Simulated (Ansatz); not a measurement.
Sb in Ansatz: the effect of exact exchange

Sb:

```
CELL_PARAMETERS angstrom
2.15420 1.24373 3.75800
-2.15420 1.24373 3.75800
0.00000 -2.48746 3.75800
ATOMIC_POSITIONS crystal
Sb 0.76651 0.76651 0.76651
Sb 0.23349 0.23349 0.23349
```

Alike in all runs:

- Program: Ansatz 0.2.0
- Task: single point
- Functional: HSE(alpha, omega)
- Potentials or basis: all-electron PAW datasets made for the crystal
- Cutoff: 270 eV (chosen from the basis error)
- k mesh: 4 × 4 × 4
- Occupations: fermi-dirac, width 0.05 eV
- Spin: no spin polarisation

```tsv
exact exchange	pressure (GPa)	largest force (eV/Å)
0.05	2.3	0.12
0.1	1.9	0.17
0.15	1.5	0.22
0.2	1.1	0.27
0.25	0.8	0.33
0.3	0.4	0.39
0.4	?	?
0.5	-1.1	0.63
```

Task: What does the run with exact exchange 0.4 give?

Result: Pressure -0.4 GPa; largest force 0.51 eV/Å.

Worked out: A straight line through the other rows of the pressure, of slope -7.51 GPa per unit of exact exchange, gives -0.4 GPa, against the run's -0.4. A straight line through the other rows of the largest force, of slope 1.14 eV/Å per unit of exact exchange, gives 0.51 eV/Å, against the run's 0.51.

Caveats: all runs use coarse meshes.

Runs at the PBE level aren't shown here.
